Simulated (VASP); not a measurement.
Write the native input for VASP 6.6.1 that does the following.

| Quantity | Value |
| --- | --- |
| Task | single point |
| Functional | PBE |
| Potentials or basis | VASP PAW PBE potentials, release 64 (Br) |
| Cutoff | 520 eV |
| k mesh | 13 × 13 × 13 |
| Occupations | fermi-dirac, width 0.05 eV |
| Spin | no spin polarisation |
| Dipole correction | no |
| Further INCAR settings | ALGO = Normal; EDIFF = 1e-07; NBANDS = 10 |

The structure of Br lies in POSCAR:

```
Br
1.0
   -1.4234917050      1.4234917050      3.5775173700
    1.4234917050     -1.4234917050      3.5775173700
    1.4234917050      1.4234917050     -3.5775173700
Br
1
Direct
    0.0000000000      0.0000000000      0.0000000000
```

One way to write it, as run:

INCAR

```
  ALGO = Normal
  EDIFF = 1E-7
  ENCUT = 520
  GGA = PE
  ISIF = 2
  ISMEAR = -1
  LASPH = T
  LCHARG = F
  LREAL = F
  LWAVE = F
  NBANDS = 10
  NELM = 100
  PREC = Accurate
  SIGMA = 0.05
```

KPOINTS

```
k-points
0
Gamma
  13 13 13
```

Potentials or basis: VASP PAW PBE potentials, release 64 (Br).

Run with:

```bash
$ cat potpaw_PBE.64/Br/POTCAR > POTCAR
$ mpirun -np 1 vasp_std > vasp.out
```

Results of the run:

```
Pressure               : 1.4 GPa
Band gap on the k mesh : none (metal or under the smearing width)
```

Caveat: an odd number of electrons without spin polarisation forces a metal; a magnetic or distorted state may lie lower.

Run time: 40 s on 1 thread of Intel(R) Xeon(R) Platinum 8259CL CPU @ 2.50GHz (Skylake/Cascade Lake) (shared host), peak memory 0.2 GiB.
